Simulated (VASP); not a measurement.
# Ti3Si (Fm-3m) in VASP: reference runs

How does Ti3Si come out in PBEsol? The cell is run as given and disturbed, and energy against volume gives the equilibrium volume and stiffness.

Program: VASP 6.6.1. These are calculated values, not measurements. Logs are shortened: lines on timing, memory, paths and dates and some standing lists are left out, and cuts for length are marked.

## (1) Starting point

The structure is cubic, space group Fm-3m (No. 225). Conventional cell: a = 6.289 Å, b = 6.289 Å, c = 6.289 Å, α = 90.00°, β = 90.00°, γ = 90.00°. Ti (site symmetry m-3m) is surrounded by 8 Ti at 2.72 Å. Ti (site symmetry -43m) has 4 Ti at 2.72 Å and 4 Si at 2.72 Å as nearest neighbours. Around Si (site symmetry m-3m) lie 8 Ti at 2.72 Å.

The cell comes from a database or a generator and needn't be the stable form of this composition.

## (2) Single point, PBEsol

INCAR reads:

```
SYSTEM = Ti3Si
  PREC = Accurate
  ENCUT = 520
  EDIFF = 1E-7
  ISMEAR = -1
  SIGMA = 0.05
  LREAL = .False.
  LASPH = .True.
  NELM = 80
  ALGO = Normal
  ISIF = 2
  LWAVE = .False.
  LCHARG = .False.
  GGA = PS
  NBANDS = 28
```

KPOINTS reads:

```
Automatic mesh
0
Gamma
  7 7 7
  0 0 0
```

POSCAR reads:

```
Ti3Si
1.0
    0.0000000000      3.1443560000      3.1443560000
    3.1443560000      0.0000000000      3.1443560000
    3.1443560000      3.1443560000      0.0000000000
Ti Si
3 1
Direct
    0.0000000000      0.0000000000      0.0000000000
    0.2500000000      0.2500000000      0.2500000000
    0.7500000000      0.7500000000      0.7500000000
    0.5000000000      0.5000000000      0.5000000000
```

Potentials or basis: VASP PAW PBE potentials, release 64 (Ti_sv, Si).

On the command line:

```
> cat potpaw_PBE.64/Ti_sv/POTCAR potpaw_PBE.64/Si/POTCAR > POTCAR
> mpirun -np 1 vasp_std > vasp.out
```

OUTCAR:

```text
SYSTEM = Ti3Si
   PREC = Accurate
   ENCUT = 520
   EDIFF = 1E-7
   ISMEAR = -1
   LREAL = .False.
   LASPH = .True.
   NELM = 80
   ISIF = 2
   GGA = PS

 ion  position               nearest neighbor table
   1  0.000  0.000  0.000-   3 2.72   3 2.72   3 2.72   2 2.72   3 2.72   2 2.72   2 2.72   2 2.72

   2  0.250  0.250  0.250-   1 2.72   1 2.72   1 2.72   1 2.72   4 2.72   4 2.72   4 2.72   4 2.72

   3  0.750  0.750  0.750-   4 2.72   4 2.72   4 2.72   1 2.72   4 2.72   1 2.72   1 2.72   1 2.72

   4  0.500  0.500  0.500-   2 2.72   2 2.72   2 2.72   2 2.72   3 2.72   3 2.72   3 2.72   3 2.72

  LATTYP: Found a face centered cubic cell.
 ALAT       =     6.2887120000

  Lattice vectors:

 A1 = (   0.0000000000,   3.1443560000,   3.1443560000)
 A2 = (   3.1443560000,   0.0000000000,   3.1443560000)
 A3 = (   3.1443560000,   3.1443560000,   0.0000000000)

Analysis of symmetry for initial positions (statically):
=====================================================================
 Subroutine PRICEL returns:
 Original cell was already a primitive cell.

 Routine SETGRP: Setting up the symmetry group for a
 face centered cubic supercell.

 Subroutine GETGRP returns: Found 48 space group operations
 (whereof 48 operations were pure point group operations)
 out of a pool of 48 trial point group operations.

The static configuration has the point symmetry O_h .

Analysis of symmetry for dynamics (positions and initial velocities):
=====================================================================
 Subroutine PRICEL returns:
 Original cell was already a primitive cell.

 Routine SETGRP: Setting up the symmetry group for a
 face centered cubic supercell.

 Subroutine GETGRP returns: Found 48 space group operations
 (whereof 48 operations were pure point group operations)
 out of a pool of 48 trial point group operations.

The dynamic configuration has the point symmetry O_h .

 Subroutine INISYM returns: Found 48 space group operations
 (whereof 48 operations are pure point group operations),
 and found     1 'primitive' translations

----------------------------------------------------------------------------------------

                                     Primitive cell

  volume of cell :      62.1763

  direct lattice vectors                    reciprocal lattice vectors
     0.000000000  3.144356000  3.144356000    -0.159015073  0.159015073  0.159015073
     3.144356000  0.000000000  3.144356000     0.159015073 -0.159015073  0.159015073
     3.144356000  3.144356000  0.000000000     0.159015073  0.159015073 -0.159015073

  length of vectors
     4.446790900  4.446790900  4.446790900     0.275422186  0.275422186  0.275422186

  position of ions in fractional coordinates (direct lattice)
     0.000000000  0.000000000  0.000000000
     0.250000000  0.250000000  0.250000000
     0.750000000  0.750000000  0.750000000
     0.500000000  0.500000000  0.500000000

  ion indices of the primitive-cell ions
   primitive index   ion index
                 1           1
                 2           2
                 3           3
                 4           4

----------------------------------------------------------------------------------------

 KPOINTS: Automatic mesh

Automatic generation of k-mesh.
 Grid dimensions read from file:
 generate k-points for:    7    7    7

 Generating k-lattice:

  Cartesian coordinates                     Fractional coordinates (reciprocal lattice)
    -0.022716439  0.022716439  0.022716439     0.142857143  0.000000000  0.000000000
     0.022716439 -0.022716439  0.022716439     0.000000000  0.142857143  0.000000000
     0.022716439  0.022716439 -0.022716439     0.000000000  0.000000000  0.142857143

  Length of vectors
     0.039346027  0.039346027  0.039346027

  Shift w.r.t. Gamma in fractional coordinates (k-lattice)
     0.000000000  0.000000000  0.000000000

 Subroutine IBZKPT returns following result:
 ===========================================

 Found     20 irreducible k-points:

 Following reciprocal coordinates:
            Coordinates               Weight
  0.000000  0.000000  0.000000      1.000000
  0.142857  0.000000  0.000000      8.000000
  0.285714  0.000000  0.000000      8.000000
  0.428571  0.000000  0.000000      8.000000
  0.142857  0.142857  0.000000      6.000000
  0.285714  0.142857  0.000000     24.000000
[... 12 lines left out ...]
 -0.428571  0.428571  0.142857     24.000000
 -0.285714  0.428571  0.142857     24.000000
   k-points           NKPTS =     20   k-points in BZ     NKDIM =     20   number of bands    NBANDS=     28
   number of dos      NEDOS =    301   number of ions     NIONS =      4
   total plane-waves  NPLWV =  46656
   dimension x,y,z NGX =    36 NGY =   36 NGZ =   36
   dimension x,y,z NGXF=    72 NGYF=   72 NGZF=   72
   ions per type =               3   1
   NGX,Y,Z   is equivalent  to a cutoff of  13.46, 13.46, 13.46 a.u.
   NGXF,Y,Z  is equivalent  to a cutoff of  26.92, 26.92, 26.92 a.u.
 SYSTEM =  Ti3Si
   PREC   = accura    normal or accurate (medium, high low for compatibility)
   ISTART =      0    job   : 0-new  1-cont  2-samecut
   ICHARG =      2    charge: 1-file 2-atom 10-const
   ISPIN  =      1    spin polarized calculation?
   LNONCOLLINEAR =      F non collinear calculations
   LSORBIT =      F    spin-orbit coupling
   LASPH  =      T    aspherical Exc in radial PAW
   ENCUT  =  520.0 eV  38.22 Ry    6.18 a.u.   8.27  8.27  8.27*2*pi/ulx,y,z
   NELM   =     80;   NELMIN=  2; NELMDL= -5     # of ELM steps
   EDIFF  = 0.1E-06   stopping-criterion for ELM
   LREAL  =      F    real-space projection
   EDIFFG = 0.1E-05   stopping-criterion for IOM
   NSW    =      0    number of steps for IOM
   IBRION =     -1    ionic relax: 0-MD 1-quasi-New 2-CG
   NFREE  =      0    steps in history (QN), initial steepest desc. (CG)
   ISIF   =      2    stress and relaxation
   ISYM   =      2    0-nonsym 1-usesym 2-fastsym
   POTIM  = 0.5000    time-step for ionic-motion
   TEBEG  =    0.0;   TEEND  =   0.0 temperature during run
   PSTRESS=    0.0 pullay stress
   NELECT =      40.0000    total number of electrons
   NUPDOWN=      -1.0000    fix difference up-down
   EMIN   =  10.00;   EMAX   =-10.00  energy-range for DOS
   EFERMI =   0.00;   METHOD = LEGACY
   ISMEAR =    -1;   SIGMA  =   0.05  broadening in eV -4-tet -1-fermi 0-gaus
   EFERMI_NEDOS =   21; number of points for ismear=-14 and -15
   IALGO  =     38    algorithm
   IMIX   =      4    mixing-type and parameters
     AMIX     =   0.40;   BMIX     =  1.00
     AMIX_MAG =   1.60;   BMIX_MAG =  1.00
  volume/ion in A,a.u.               =      15.54       104.90
  Fermi-wavevector in a.u.,A,eV,Ry     =   1.413253  2.670660 27.174683  1.997283
  Thomas-Fermi vector in A             =   2.534917
   LORBIT       =      0    0 simple, 1 ext, 2 COOP (PROOUT), +10 PAW based schemes
   GGA     = PS    functional components
   LHFCALC =     F    Hartree Fock is set to
   AEXX    =    0.0000 exact exchange contribution
   IVDW    =     0    specifies the selected vdW correction
   LEPSILON=     F    determine dielectric tensor
   LRPA    =     F    only Hartree local field effects (RPA)
 non-spin polarized calculation
  energy-cutoff  :      520.00
  volume of cell :       62.18
 maximum number of plane-waves:      1691
 NGX is ok and might be reduce to    36
   NGX = 17   NGY = 17   NGZ = 17

 number of electron      39.9999991 magnetization

 Free energy of the ion-electron system (eV)
  ---------------------------------------------------
  ext. energy  EPLUGINS =         0.00000000
  ---------------------------------------------------
  free energy    TOTEN  =       -32.19993140 eV

  energy without entropy =      -32.13015738  energy(sigma->0) =      -32.16504439

 E-fermi :   9.1815     XC(G=0): -11.8647

 val. band max:        9.1785247085   @ k =   0.4286   0.2857   0.0000
 cond. band min:       9.1923821361   @ k =  -0.1429   0.1429   0.0000
 fundamental gap:      0.0138574276
 Fermi energy:         9.1814876695

 k-point     1 :       0.0000    0.0000    0.0000
  band No.  band energies     occupation
      1     -47.1125      2.00000
      2     -47.0262      2.00000
      3     -46.6411      2.00000
      4     -23.5203      2.00000
      5     -23.5203      2.00000
      6     -23.5203      2.00000
[... 20 lines left out ...]
     27      12.3471      0.00000
     28      12.4659      0.00000

 k-point     2 :       0.1429    0.0000    0.0000
  band No.  band energies     occupation
      1     -47.1056      2.00000
      2     -47.0287      2.00000
      3     -46.6457      2.00000
      4     -23.5761      2.00000
      5     -23.5503      2.00000
      6     -23.5503      2.00000
[... 20 lines left out ...]
     27      12.2896      0.00000
     28      12.4799      0.00000

 k-point     3 :       0.2857    0.0000    0.0000
  band No.  band energies     occupation
      1     -47.0878      2.00000
      2     -47.0359      2.00000
      3     -46.6566      2.00000
      4     -23.5960      2.00000
      5     -23.5832      2.00000
      6     -23.5832      2.00000
[... 20 lines left out ...]
     27      12.2795      0.00000
     28      12.2798      0.00000

 k-point     4 :       0.4286    0.0000    0.0000
  band No.  band energies     occupation
      1     -47.0675      2.00000
      2     -47.0473      2.00000
      3     -46.6659      2.00000
      4     -23.6025      2.00000
      5     -23.6025      2.00000
      6     -23.5748      2.00000
[... 454 lines left out ...]
     27      12.0595      0.00000
     28      12.3529      0.00000

 k-point    19 :      -0.4286    0.4286    0.1429
  band No.  band energies     occupation
      1     -47.0596      2.00000
      2     -47.0454      2.00000
      3     -46.6760      2.00000
      4     -23.7224      2.00000
      5     -23.6644      2.00000
      6     -23.5579      2.00000
[... 20 lines left out ...]
     27      11.9718      0.00000
     28      12.2129      0.00000

 k-point    20 :      -0.2857    0.4286    0.1429
  band No.  band energies     occupation
      1     -47.0527      2.00000
      2     -47.0514      2.00000
      3     -46.6768      2.00000
      4     -23.7235      2.00000
      5     -23.6185      2.00000
      6     -23.5390      2.00000
[... 20 lines left out ...]
     27      11.9423      0.00000
     28      12.0296      0.00000

------------------------ aborting loop because EDIFF is reached ----------------------------------------

  FORCE on cell =-STRESS in cart. coord.  units (eV):
  Direction    XX          YY          ZZ          XY          YZ          ZX
  --------------------------------------------------------------------------------------
  -------------------------------------------------------------------------------------
  Total       -1.9512145     -1.9512145     -1.9512145      0.0000000     -0.0000000      0.0000000
  in kB      -50.2794439    -50.2794439    -50.2794439      0.0000000     -0.0000000      0.0000000
  external PRESSURE =     -50.2794439 kB  Pullay stress =       0.0000000 kB

 VOLUME and BASIS-vectors are now :
 -----------------------------------------------------------------------------
  energy-cutoff  :      520.00
  volume of cell :       62.18
      direct lattice vectors                 reciprocal lattice vectors
     0.000000000  3.144356000  3.144356000    -0.159015073  0.159015073  0.159015073
     3.144356000  0.000000000  3.144356000     0.159015073 -0.159015073  0.159015073
     3.144356000  3.144356000  0.000000000     0.159015073  0.159015073 -0.159015073

 POSITION                                       TOTAL-FORCE (eV/Angst)
 -----------------------------------------------------------------------------------
      0.00000      0.00000      0.00000         0.000000      0.000000     -0.000000
      1.57218      1.57218      1.57218        -0.000000     -0.000000     -0.000000
      4.71653      4.71653      4.71653         0.000000      0.000000      0.000000
      3.14436      3.14436      3.14436         0.000000      0.000000     -0.000000
 -----------------------------------------------------------------------------------
    total drift:                                0.000000      0.000000      0.000000

  FREE ENERGIE OF THE ION-ELECTRON SYSTEM (eV)
  ---------------------------------------------------
  free  energy   TOTEN  =       -32.1999313979 eV

  energy  without entropy=      -32.1301573836  energy(sigma->0) =      -32.16504439
```

Run time: 34 s. Hardware: 1 thread of Intel Xeon Platinum 8488C (Sapphire Rapids), shared host; peak memory 0.2 GiB.

What came out:

| Quantity | Value |
| --- | --- |
| Free energy | -32.1999 eV |
| Pressure | -5.0 GPa |
| Band gap on the k mesh | none (metal or under the smearing width) |

Caveat: the PAW data sets were made with another functional, which shifts forces and pressure a little.

## (3) Equation of state, PBEsol, 14.61 Å³/atom (volume scaled by 0.94)

INCAR is that of step 2.

KPOINTS is that of step 2.

POSCAR reads:

```
Ti3Si
1.0
    0.0000000000      3.0801674585      3.0801674585
    3.0801674585      0.0000000000      3.0801674585
    3.0801674585      3.0801674585      0.0000000000
Ti Si
3 1
Direct
    0.0000000000      0.0000000000      0.0000000000
    0.2500000000      0.2500000000      0.2500000000
    0.7500000000      0.7500000000      0.7500000000
    0.5000000000      0.5000000000      0.5000000000
```

Potentials or basis: VASP PAW PBE potentials, release 64 (Ti_sv, Si).

On the command line:

```
> cat potpaw_PBE.64/Ti_sv/POTCAR potpaw_PBE.64/Si/POTCAR > POTCAR
> mpirun -np 1 vasp_std > vasp.out
```

Run time: 21 s. Hardware: 1 thread of Intel Xeon Platinum 8488C (Sapphire Rapids), shared host; peak memory 0.18 GiB.

It converged, with:

- Free energy: -32.2212 eV
- Pressure: 3.5 GPa
- Band gap on the k mesh: none (metal or under the smearing width)

Caveat: the PAW data sets were made with another functional, which shifts forces and pressure a little.

## (4) Equation of state, PBEsol, 14.92 Å³/atom (volume scaled by 0.96)

INCAR is that of step 3.

KPOINTS is that of step 3.

POSCAR reads:

```
Ti3Si
1.0
    0.0000000000      3.1018594933      3.1018594933
    3.1018594933      0.0000000000      3.1018594933
    3.1018594933      3.1018594933      0.0000000000
Ti Si
3 1
Direct
    0.0000000000      0.0000000000      0.0000000000
    0.2500000000      0.2500000000      0.2500000000
    0.7500000000      0.7500000000      0.7500000000
    0.5000000000      0.5000000000      0.5000000000
```

On the command line:

```
> cat potpaw_PBE.64/Ti_sv/POTCAR potpaw_PBE.64/Si/POTCAR > POTCAR
> mpirun -np 1 vasp_std > vasp.out
```

It took 36 s on 1 thread of Intel Xeon Platinum 8488C (Sapphire Rapids), shared host; peak memory 0.21 GiB.

The run converged. Its results:

```yaml
Free_energy: -32.2365 eV
Pressure: 0.4 GPa
Band_gap_on_the_k_mesh: none (metal or under the smearing width)
```

Caveat: the PAW data sets were made with another functional, which shifts forces and pressure a little.

## (5) Equation of state, PBEsol, 15.23 Å³/atom (volume scaled by 0.98)

INCAR is that of step 4.

KPOINTS is that of step 4.

POSCAR reads:

```
Ti3Si
1.0
    0.0000000000      3.1232523037      3.1232523037
    3.1232523037      0.0000000000      3.1232523037
    3.1232523037      3.1232523037      0.0000000000
Ti Si
3 1
Direct
    0.0000000000      0.0000000000      0.0000000000
    0.2500000000      0.2500000000      0.2500000000
    0.7500000000      0.7500000000      0.7500000000
    0.5000000000      0.5000000000      0.5000000000
```

On the command line:

```
> cat potpaw_PBE.64/Ti_sv/POTCAR potpaw_PBE.64/Si/POTCAR > POTCAR
> mpirun -np 1 vasp_std > vasp.out
```

Run time: 36 s. Hardware: 1 thread of Intel Xeon Platinum 8488C (Sapphire Rapids), shared host; peak memory 0.2 GiB.

The run converged. Its results:

```
Free energy            : -32.2287 eV
Pressure               : -2.5 GPa
Band gap on the k mesh : none (metal or under the smearing width)
```

Caveat: the PAW data sets were made with another functional, which shifts forces and pressure a little.

## (6) Equation of state, PBEsol, 15.85 Å³/atom (volume scaled by 1.02)

INCAR is that of step 5.

KPOINTS is that of step 5.

POSCAR reads:

```
Ti3Si
1.0
    0.0000000000      3.1651801565      3.1651801565
    3.1651801565      0.0000000000      3.1651801565
    3.1651801565      3.1651801565      0.0000000000
Ti Si
3 1
Direct
    0.0000000000      0.0000000000      0.0000000000
    0.2500000000      0.2500000000      0.2500000000
    0.7500000000      0.7500000000      0.7500000000
    0.5000000000      0.5000000000      0.5000000000
```

Potentials or basis: VASP PAW PBE potentials, release 64 (Ti_sv, Si).

On the command line:

```
> cat potpaw_PBE.64/Ti_sv/POTCAR potpaw_PBE.64/Si/POTCAR > POTCAR
> mpirun -np 1 vasp_std > vasp.out
```

Wall time 39 s (1 thread of Intel Xeon Platinum 8488C (Sapphire Rapids), shared host); peak memory 0.2 GiB.

It converged, with:

```yaml
Free_energy: -32.1522 eV
Pressure: -7.3 GPa
Band_gap_on_the_k_mesh: none (metal or under the smearing width)
```

Caveat: the PAW data sets were made with another functional, which shifts forces and pressure a little.

(Continued in part 2 of 2.)
